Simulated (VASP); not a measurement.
# BaTe in VASP: relaxing the cell with several functionals, part 2 of 2

VASP 6.6.1, plane waves, PAW. Earlier steps stand in the parts before.

### 4 Relaxing with LDA

INCAR

```
ENCUT = 600.000000
SIGMA = 0.020000
EDIFF = 1.00e-07
EDIFFG = -5.00e-03
GGA = CA
PREC = Accurate
IBRION = 2
ISIF = 3
ISMEAR = -1
NBANDS = 15
NELM = 120
NSW = 40
LASPH = .TRUE.
LCHARG = .FALSE.
LWAVE = .FALSE.
LREAL = .FALSE.
```

KPOINTS

```
KPOINTS created by Atomic Simulation Environment
0
Gamma
6 6 6
0 0 0
```

POSCAR

```
Ba Te
 1.0000000000000000
     0.0000000000000000    3.5323868449007647    3.5323868449007647
     3.5323868449007647    0.0000000000000000    3.5323868449007647
     3.5323868449007647    3.5323868449007647    0.0000000000000000
 Ba  Te
   1   1
Cartesian
 -0.0000000000000000 -0.0000000000000000 -0.0000000000000000
  3.5323868449007643  3.5323868449007643  3.5323868449007643
```

The run uses the recommended LDA PAW datasets (16 valence electrons a neutral cell).

On the command line:

```bash
$ mpirun -np 1 vasp_std
```

The first run moved the cell so far that it was started again from its end, on a fresh basis. The second run's POSCAR:

```
Ba Te
 1.0000000000000000
     0.0000000000000000    3.4477345782740145    3.4477345782740145
     3.4477345782740145    0.0000000000000000    3.4477345782740145
     3.4477345782740145    3.4477345782740145    0.0000000000000000
 Ba  Te
   1   1
Cartesian
  0.0000000000000000  0.0000000000000000  0.0000000000000000
  3.4477345782740145  3.4477345782740145  3.4477345782740145
```

The files below are the second run's.

Printed to the terminal (iteration lines stand in OSZICAR):

```text
POSCAR found type information on POSCAR BaTe
 POSCAR found :  2 types and       2 ions
 LDA part: xc-table for (Slater(with rela. corr.)+CA(PZ))
 , standard interpolation
 POSCAR, INCAR and KPOINTS ok, starting setup
 FFT: planning ... GRIDC
 FFT: planning ... GRID_SOFT
 FFT: planning ... GRID
 WAVECAR not read
 WARNING: random wavefunctions but no delay for mixing, default for NELMDL
 entering main loop
 curvature:   0.00 expect dE= 0.000E+00 dE for cont linesearch  0.000E+00
 search vector abs. value=  0.418E-06
 reached required accuracy - stopping structural energy minimisation
```

OSZICAR:

```text
N       E                     dE             d eps       ncg     rms          rms(c)
DAV:   1     0.890850408292E+02    0.89085E+02   -0.68367E+03   480   0.101E+03
DAV:   2    -0.408771506525E+01   -0.93173E+02   -0.85131E+02   665   0.163E+02
DAV:   3    -0.962210799908E+01   -0.55344E+01   -0.54930E+01   610   0.433E+01
DAV:   4    -0.976718909869E+01   -0.14508E+00   -0.14501E+00   716   0.668E+00
DAV:   5    -0.976879030268E+01   -0.16012E-02   -0.16012E-02   623   0.579E-01    0.404E+00
DAV:   6    -0.963402610326E+01    0.13476E+00   -0.12299E-01   571   0.176E+00    0.260E+00
DAV:   7    -0.961212511602E+01    0.21901E-01   -0.83669E-02   557   0.148E+00    0.749E-01
DAV:   8    -0.961126721669E+01    0.85790E-03   -0.10782E-02   557   0.567E-01    0.168E-01
DAV:   9    -0.961132197557E+01   -0.54759E-04   -0.68552E-04   578   0.167E-01    0.531E-02
DAV:  10    -0.961128998404E+01    0.31992E-04   -0.92140E-05   627   0.615E-02    0.165E-02
DAV:  11    -0.961129441520E+01   -0.44312E-05   -0.39665E-05   537   0.314E-02    0.159E-02
DAV:  12    -0.961129170874E+01    0.27065E-05   -0.89798E-06   557   0.162E-02    0.137E-03
DAV:  13    -0.961129176229E+01   -0.53559E-07   -0.43008E-07   578   0.351E-03
   1 F= -.96112918E+01 E0= -.96112918E+01  d E =-.961129E+01
```

OUTCAR, selected sections:

```text
k-points           NKPTS =     16   k-points in BZ     NKDIM =     16   number of bands    NBANDS=     15

   NELECT =      16.0000    total number of electrons

   dimension x,y,z NGX =    40 NGY =   40 NGZ =   40
   dimension x,y,z NGXF=    80 NGYF=   80 NGZF=   80

  energy-cutoff  :      600.00
  volume of cell :       81.97
      direct lattice vectors                 reciprocal lattice vectors
     0.000000000  3.447734578  3.447734578    -0.145022765  0.145022765  0.145022765
     3.447734578  0.000000000  3.447734578     0.145022765 -0.145022765  0.145022765
     3.447734578  3.447734578  0.000000000     0.145022765  0.145022765 -0.145022765

 k-points in reciprocal lattice and weights: KPOINTS created by Atomic Simulation Env
   0.00000000  0.00000000  0.00000000       0.005
   0.16666667  0.00000000  0.00000000       0.037
   0.33333333  0.00000000  0.00000000       0.037
   0.50000000  0.00000000  0.00000000       0.019
   0.16666667  0.16666667  0.00000000       0.028
   0.33333333  0.16666667  0.00000000       0.111
   0.50000000  0.16666667  0.00000000       0.111
  -0.33333333  0.16666667  0.00000000       0.111
[... 8 more k-points ...]

 E-fermi :   2.8810

 k-point     1 :       0.0000    0.0000    0.0000
  band No.  band energies     occupation
      1     -24.4585      2.00000
      2      -9.6404      2.00000
      3      -9.6404      2.00000
      4      -9.6404      2.00000
      5      -7.3285      2.00000
      6       2.3815      2.00000
      7       2.3815      2.00000
      8       2.3815      2.00000
      9       5.1589      0.00000
     10       5.1589      0.00000
     11       5.1589      0.00000
     12       5.2523      0.00000
     13       5.8767      0.00000
     14       5.8767      0.00000
     15       9.2199      0.00000

 k-point     2 :       0.1667    0.0000    0.0000
  band No.  band energies     occupation
      1     -24.4541      2.00000
      2      -9.8039      2.00000
      3      -9.6438      2.00000
      4      -9.6438      2.00000
      5      -7.0858      2.00000
      6       1.5024      2.00000
      7       1.9556      2.00000
      8       1.9556      2.00000
      9       5.2201      0.00000
     10       5.5160      0.00000
     11       5.5160      0.00000
     12       6.3975      0.00000
     13       6.7004      0.00000
     14       6.7004      0.00000
     15      10.1086      0.00000

 k-point     3 :       0.3333    0.0000    0.0000
  band No.  band energies     occupation
      1     -24.4453      2.00000
      2     -10.0695      2.00000
      3      -9.6506      2.00000
      4      -9.6506      2.00000
      5      -6.6464      2.00000
      6       0.3984      2.00000
      7       1.3664      2.00000
      8       1.3664      2.00000
      9       5.6770      0.00000
     10       6.4277      0.00000
     11       6.4277      0.00000
     12       7.7958      0.00000
     13       8.4519      0.00000
     14       8.4519      0.00000
     15      10.5752      0.00000

 k-point     4 :       0.5000    0.0000    0.0000
  band No.  band energies     occupation
      1     -24.4409      2.00000
      2     -10.1828      2.00000
      3      -9.6539      2.00000
      4      -9.6539      2.00000
      5      -6.4367      2.00000
      6      -0.0381      2.00000
      7       1.1366      2.00000
      8       1.1366      2.00000
      9       6.5174      0.00000
     10       7.1200      0.00000
     11       7.2461      0.00000
     12       7.2461      0.00000
     13       9.3624      0.00000
     14       9.3624      0.00000
     15      10.0954      0.00000

[... the tables of k-points 5 to 16 left out ...]

  Total        0.0024036      0.0024036      0.0024036      0.0000000      0.0000000      0.0000000
  in kB        0.0469831      0.0469831      0.0469831      0.0000000      0.0000000      0.0000000
  external PRESSURE =       0.0469831 kB  Pullay stress =       0.0000000 kB

 POSITION                                       TOTAL-FORCE (eV/Angst)
 -----------------------------------------------------------------------------------
      0.00000      0.00000      0.00000        -0.000000      0.000000      0.000000
      3.44773      3.44773      3.44773         0.000000     -0.000000     -0.000000
 -----------------------------------------------------------------------------------
    total drift:                                0.000000     -0.000000     -0.000000

  FREE ENERGIE OF THE ION-ELECTRON SYSTEM (eV)
  ---------------------------------------------------
  free  energy   TOTEN  =        -9.6112917623 eV

  energy  without entropy=       -9.6112917623  energy(sigma->0) =       -9.61129176
```

CONTCAR

```
Ba Te
   1.00000000000000
     0.0000000000000000    3.4477345782740145    3.4477345782740145
     3.4477345782740145    0.0000000000000000    3.4477345782740145
     3.4477345782740145    3.4477345782740145    0.0000000000000000
  Ba              Te
     1     1
Direct
     0.0000000000000000    0.0000000000000000    0.0000000000000000
     0.5000000000000000    0.5000000000000000    0.5000000000000000

  0.00000000E+00  0.00000000E+00  0.00000000E+00
  0.00000000E+00  0.00000000E+00  0.00000000E+00
```

Hardware: 1 MPI rank of Intel Xeon 6975P-C, shared host.

|  | before | after | change |
| --- | --- | --- | --- |
| a (Å) | 7.065 | 6.895 | -2.40 % |
| volume (Å³/atom) | 44.076 | 40.983 | -7.02 % |
| shortest distance (Å) | 3.532 | 3.448 | -2.40 % |
| space group | Fm-3m | Fm-3m | same |

### 5 Results

What follows sums up all 2 parts.

```
 level  a (Å)  volume (Å³/atom)  space group  Ansatz: volume (Å³/atom)
   PBE  7.089            44.535        Fm-3m                    44.076
PBEsol  6.969            42.309        Fm-3m                    41.803
   LDA  6.895            40.983        Fm-3m                    40.456
```

The PBE run changed the volume by -9.2 % from its own start of 49.05 Å³/atom. LDA gives the smallest cell and PBE the largest, 8.7 % apart in volume. LDA's volume lies 8.0 % below PBE's. The two programs differ by at most 1.28 % in volume, much less than the spread of the functionals. Each program uses its own PAW datasets and cutoff. VASP's cell holds 16 valence electrons and Ansatz's 26. LDA means the Perdew–Zunger form in VASP and the Perdew–Wang form in Ansatz.
